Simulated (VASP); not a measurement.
# Li (I-43d) in VASP: single point with r2SCAN

Aim: the single point of Li with r2SCAN.

Everything below comes from runs of VASP 6.6.1. Logs are shortened: lines on timing, memory, paths and dates and some standing lists are left out, and cuts for length are marked.

### Step 1. The crystal as given

The structure is cubic, space group I-43d (No. 220). The conventional cell has a = 6.865 Å, b = 6.865 Å, c = 6.865 Å, α = 90.00°, β = 90.00°, γ = 90.00°. Li (site symmetry 3) is surrounded by 11 Li at 2.97 to 3.35 Å.

### Step 2. Single point, r2SCAN

POSCAR

```
Li
1.0
   -3.4324001000      3.4324001000      3.4324001000
    3.4324001000     -3.4324001000      3.4324001000
    3.4324001000      3.4324001000     -3.4324001000
Li
8
Direct
    0.0115994300      0.5000000000      0.0000000000
    0.0000000000      0.0115994300      0.5000000000
    0.9884005700      0.9884005700      0.9884005700
    0.0000000000      0.5115994300      0.5000000000
    0.5115994300      0.5000000000      0.0000000000
    0.4884005700      0.4884005700      0.4884005700
    0.5000000000      0.0000000000      0.0115994300
    0.5000000000      0.0000000000      0.5115994300
```

INCAR.step1

```
SYSTEM = Li
ALGO = Normal ; EDIFF = 1E-4
ENCUT = 520 ; GGA = PE
ISMEAR = 1 ; LASPH = .True.
LCHARG = .False. ; LREAL = .False.
LWAVE = .True. ; NBANDS = 22
NELM = 100 ; PREC = Accurate
SIGMA = 0.01
```

INCAR.step2

```
SYSTEM = Li
ALGO = Normal ; EDIFF = 1E-6
ENCUT = 520 ; ISIF = 2
ISMEAR = 1 ; ISTART = 1
LASPH = .True. ; LCHARG = .False.
LMIXTAU = .True. ; LREAL = .False.
LWAVE = .False. ; METAGGA = R2SCAN
NBANDS = 22 ; NELM = 100
PREC = Accurate ; SIGMA = 0.01
```

KPOINTS

```
Automatic mesh
0
Gamma
  3 3 3
  0.5 0.5 0.5
```

Potentials or basis: VASP PAW PBE potentials, release 64 (Li_sv).

Started as:

```console
cat potpaw_PBE.64/Li_sv/POTCAR > POTCAR
cp INCAR.step1 INCAR
mpirun -np 1 vasp_std > vasp.out
cp INCAR.step2 INCAR
mpirun -np 1 vasp_std > vasp.out
```

OUTCAR:

```text
SYSTEM = Li
   EDIFF = 1E-6
   ENCUT = 520
   ISIF = 2
   ISMEAR = 1
   ISTART = 1
   LASPH = .True.
   LREAL = .False.
   METAGGA = R2SCAN
   NELM = 100
   PREC = Accurate

 ion  position               nearest neighbor table
   1  0.012  0.500  0.000-
   2  0.000  0.012  0.500-
   3  0.988  0.988  0.988-
   4  0.000  0.512  0.500-
   5  0.512  0.500  0.000-
   6  0.488  0.488  0.488-
   7  0.500  0.000  0.012-
   8  0.500  0.000  0.512-

  LATTYP: Found a body centered cubic cell.
 ALAT       =     6.8648002000

  Lattice vectors:

 A1 = (  -3.4324001000,   3.4324001000,   3.4324001000)
 A2 = (   3.4324001000,  -3.4324001000,   3.4324001000)
 A3 = (   3.4324001000,   3.4324001000,  -3.4324001000)

Analysis of symmetry for initial positions (statically):
=====================================================================
 Subroutine PRICEL returns:
 Original cell was already a primitive cell.

 Routine SETGRP: Setting up the symmetry group for a
 body centered cubic supercell.

 Subroutine GETGRP returns: Found 24 space group operations
 (whereof  3 operations were pure point group operations)
 out of a pool of 48 trial point group operations.

The static configuration has the point symmetry C_3 .
 The point group associated with its full space group is T_d .

Analysis of symmetry for dynamics (positions and initial velocities):
=====================================================================
 Subroutine PRICEL returns:
 Original cell was already a primitive cell.

 Routine SETGRP: Setting up the symmetry group for a
 body centered cubic supercell.

 Subroutine GETGRP returns: Found 24 space group operations
 (whereof  3 operations were pure point group operations)
 out of a pool of 48 trial point group operations.

The dynamic configuration has the point symmetry C_3 .
 The point group associated with its full space group is T_d .

 Subroutine INISYM returns: Found 24 space group operations
 (whereof  3 operations are pure point group operations),
 and found     1 'primitive' translations

----------------------------------------------------------------------------------------

                                     Primitive cell

  volume of cell :     161.7535

  direct lattice vectors                    reciprocal lattice vectors
    -3.432400100  3.432400100  3.432400100     0.000000000  0.145670664  0.145670664
     3.432400100 -3.432400100  3.432400100     0.145670664  0.000000000  0.145670664
     3.432400100  3.432400100 -3.432400100     0.145670664  0.145670664  0.000000000

  length of vectors
     5.945091365  5.945091365  5.945091365     0.206009428  0.206009428  0.206009428

  position of ions in fractional coordinates (direct lattice)
     0.011599430  0.500000000  0.000000000
     0.000000000  0.011599430  0.500000000
     0.988400570  0.988400570  0.988400570
     0.000000000  0.511599430  0.500000000
     0.511599430  0.500000000  0.000000000
     0.488400570  0.488400570  0.488400570
     0.500000000  0.000000000  0.011599430
     0.500000000  0.000000000  0.511599430

  ion indices of the primitive-cell ions
   primitive index   ion index
                 1           1
                 2           2
                 3           3
                 4           4
                 5           5
                 6           6
                 7           7
                 8           8

----------------------------------------------------------------------------------------

 KPOINTS: Automatic mesh

Automatic generation of k-mesh.
 Grid dimensions read from file:
 generate k-points for:    3    3    3

 Generating k-lattice:

  Cartesian coordinates                     Fractional coordinates (reciprocal lattice)
     0.000000000  0.048556888  0.048556888     0.333333333  0.000000000  0.000000000
     0.048556888  0.000000000  0.048556888     0.000000000  0.333333333  0.000000000
     0.048556888  0.048556888  0.000000000     0.000000000  0.000000000  0.333333333

  Length of vectors
     0.068669809  0.068669809  0.068669809

  Shift w.r.t. Gamma in fractional coordinates (k-lattice)
     0.500000000  0.500000000  0.500000000

 Subroutine IBZKPT returns following result:
 ===========================================

 Found      4 irreducible k-points:

 Following reciprocal coordinates:
            Coordinates               Weight
  0.166667  0.166667  0.166667      8.000000
 -0.166667  0.166667  0.166667      6.000000
  0.500000  0.500000  0.166667     12.000000
  0.500000  0.500000  0.500000      1.000000
   k-points           NKPTS =      4   k-points in BZ     NKDIM =      4   number of bands    NBANDS=     22
   number of dos      NEDOS =    301   number of ions     NIONS =      8
   total plane-waves  NPLWV = 110592
   dimension x,y,z NGX =    48 NGY =   48 NGZ =   48
   dimension x,y,z NGXF=    96 NGYF=   96 NGZF=   96
   ions per type =               8
   NGX,Y,Z   is equivalent  to a cutoff of  13.42, 13.42, 13.42 a.u.
   NGXF,Y,Z  is equivalent  to a cutoff of  26.85, 26.85, 26.85 a.u.
 SYSTEM =  Li
   PREC   = accura    normal or accurate (medium, high low for compatibility)
   ISTART =      1    job   : 0-new  1-cont  2-samecut
   ICHARG =      0    charge: 1-file 2-atom 10-const
   ISPIN  =      1    spin polarized calculation?
   LNONCOLLINEAR =      F non collinear calculations
   LSORBIT =      F    spin-orbit coupling
   LASPH  =      T    aspherical Exc in radial PAW
   ENCUT  =  520.0 eV  38.22 Ry    6.18 a.u.  11.05 11.05 11.05*2*pi/ulx,y,z
   NELM   =    100;   NELMIN=  2; NELMDL=  0     # of ELM steps
   EDIFF  = 0.1E-05   stopping-criterion for ELM
   LREAL  =      F    real-space projection
   EDIFFG = 0.1E-04   stopping-criterion for IOM
   NSW    =      0    number of steps for IOM
   IBRION =     -1    ionic relax: 0-MD 1-quasi-New 2-CG
   NFREE  =      0    steps in history (QN), initial steepest desc. (CG)
   ISIF   =      2    stress and relaxation
   ISYM   =      2    0-nonsym 1-usesym 2-fastsym
   POTIM  = 0.5000    time-step for ionic-motion
   TEBEG  =    0.0;   TEEND  =   0.0 temperature during run
   PSTRESS=    0.0 pullay stress
   NELECT =      24.0000    total number of electrons
   NUPDOWN=      -1.0000    fix difference up-down
   EMIN   =  10.00;   EMAX   =-10.00  energy-range for DOS
   EFERMI =   0.00;   METHOD = LEGACY
   ISMEAR =     1;   SIGMA  =   0.01  broadening in eV -4-tet -1-fermi 0-gaus
   EFERMI_NEDOS =   21; number of points for ismear=-14 and -15
   IALGO  =     38    algorithm
   IMIX   =      4    mixing-type and parameters
     AMIX     =   0.40;   BMIX     =  1.00
     AMIX_MAG =   1.60;   BMIX_MAG =  1.00
  volume/ion in A,a.u.               =      20.22       136.45
  Fermi-wavevector in a.u.,A,eV,Ry     =   0.866684  1.637795 10.219891  0.751141
  Thomas-Fermi vector in A             =   1.985108
   LORBIT       =      0    0 simple, 1 ext, 2 COOP (PROOUT), +10 PAW based schemes
   METAGGA = R2SCAN    functional components
   LHFCALC =     F    Hartree Fock is set to
   AEXX    =    0.0000 exact exchange contribution
   IVDW    =     0    specifies the selected vdW correction
   LEPSILON=     F    determine dielectric tensor
   LRPA    =     F    only Hartree local field effects (RPA)
 non-spin polarized calculation
 Methfessel and Paxton  Order N= 1 SIGMA  =   0.01
  energy-cutoff  :      520.00
  volume of cell :      161.75
 maximum number of plane-waves:      4388
 NGX is ok and might be reduce to    48
   NGX = 23   NGY = 23   NGZ = 23

 number of electron      24.0000003 magnetization

 Free energy of the ion-electron system (eV)
  ---------------------------------------------------
  ext. energy  EPLUGINS =         0.00000000
  ---------------------------------------------------
  free energy    TOTEN  =       -19.19718468 eV

  energy without entropy =      -19.19497775  energy(sigma->0) =      -19.19644904

 E-fermi :   0.3566     XC(G=0):  -7.4528

 val. band max:        0.3548634676   @ k =  -0.1667   0.1667   0.1667
 cond. band min:       1.2962786554   @ k =  -0.1667   0.1667   0.1667
 fundamental gap:      0.9414151878
 Fermi energy:         0.3566020838

 k-point     1 :       0.1667    0.1667    0.1667
  band No.  band energies     occupation
      1     -47.4040      2.00000
      2     -47.3948      2.00000
      3     -47.3948      2.00000
      4     -47.3948      2.00000
      5     -47.3873      2.00000
      6     -47.3873      2.00000
[... 14 lines left out ...]
     21       7.0001      0.00000
     22       7.5082      0.00000

 k-point     2 :      -0.1667    0.1667    0.1667
  band No.  band energies     occupation
      1     -47.4088      2.00000
      2     -47.3911      2.00000
      3     -47.3911      2.00000
      4     -47.3911      2.00000
      5     -47.3910      2.00000
      6     -47.3901      2.00000
[... 14 lines left out ...]
     21       5.2981      0.00000
     22       5.3364      0.00000

 k-point     3 :       0.5000    0.5000    0.1667
  band No.  band energies     occupation
      1     -47.3999      2.00000
      2     -47.3998      2.00000
      3     -47.3915      2.00000
      4     -47.3915      2.00000
      5     -47.3897      2.00000
      6     -47.3897      2.00000
[... 14 lines left out ...]
     21       7.2272      0.00000
     22       7.2273      0.00000

 k-point     4 :       0.5000    0.5000    0.5000
  band No.  band energies     occupation
      1     -47.3924      2.00000
      2     -47.3924      2.00000
      3     -47.3924      2.00000
      4     -47.3924      2.00000
      5     -47.3924      2.00000
      6     -47.3924      2.00000
[... 14 lines left out ...]
     21       9.5309      0.00000
     22       9.5309      0.00000

------------------------ aborting loop because EDIFF is reached ----------------------------------------

  FORCE on cell =-STRESS in cart. coord.  units (eV):
  Direction    XX          YY          ZZ          XY          YZ          ZX
  --------------------------------------------------------------------------------------
  -------------------------------------------------------------------------------------
  Total        0.0422655      0.0422655      0.0422655      0.0000000     -0.0000000      0.0000000
  in kB        0.4186422      0.4186422      0.4186422      0.0000000     -0.0000000      0.0000000
  external PRESSURE =       0.4186422 kB  Pullay stress =       0.0000000 kB

 VOLUME and BASIS-vectors are now :
 -----------------------------------------------------------------------------
  energy-cutoff  :      520.00
  volume of cell :      161.75
      direct lattice vectors                 reciprocal lattice vectors
    -3.432400100  3.432400100  3.432400100     0.000000000  0.145670664  0.145670664
     3.432400100 -3.432400100  3.432400100     0.145670664  0.000000000  0.145670664
     3.432400100  3.432400100 -3.432400100     0.145670664  0.145670664  0.000000000

 POSITION                                       TOTAL-FORCE (eV/Angst)
 -----------------------------------------------------------------------------------
      1.67639     -1.67639      1.75601        -0.008927      0.008927      0.008927
      1.75601      1.67639     -1.67639         0.008927     -0.008927      0.008927
      3.39259      3.39259      3.39259        -0.008927     -0.008927     -0.008927
      3.47221     -0.03981      0.03981         0.008927     -0.008927      0.008927
     -0.03981      0.03981      3.47221        -0.008927      0.008927      0.008927
      1.67639      1.67639      1.67639        -0.008927     -0.008927     -0.008927
     -1.67639      1.75601      1.67639         0.008927      0.008927     -0.008927
      0.03981      3.47221     -0.03981         0.008927      0.008927     -0.008927
 -----------------------------------------------------------------------------------
    total drift:                                0.000001      0.000001      0.000003

  FREE ENERGIE OF THE ION-ELECTRON SYSTEM (eV)
  ---------------------------------------------------
  free  energy   TOTEN  =       -19.1971846792 eV

  energy  without entropy=      -19.1949777484  energy(sigma->0) =      -19.19644904
```

Run time: 93 s. Hardware: 1 thread of Intel Xeon Platinum 8488C (Sapphire Rapids), shared host; peak memory 0.33 GiB.

What came out:

- Free energy: -19.1972 eV
- Largest force: 0.015 eV/Å
- Band gap on the k mesh: none (metal or under the smearing width)

Forces in eV/Å, atoms in the order of the input:
```
Li  -0.009  0.009  0.009
Li   0.009 -0.009  0.009
Li  -0.009 -0.009 -0.009
Li   0.009 -0.009  0.009
Li  -0.009  0.009  0.009
Li  -0.009 -0.009 -0.009
Li   0.009  0.009 -0.009
Li   0.009  0.009 -0.009
```

Caveat: the k mesh is coarse (spacing up to 0.43 Å⁻¹), so the values aren't converged; the cutoff is under 1.25 times the usual one of these potentials, so pressure, stress and relaxed cells hold a basis-set (Pulay) error; the PAW data sets were made with another functional, which shifts forces and pressure a little.
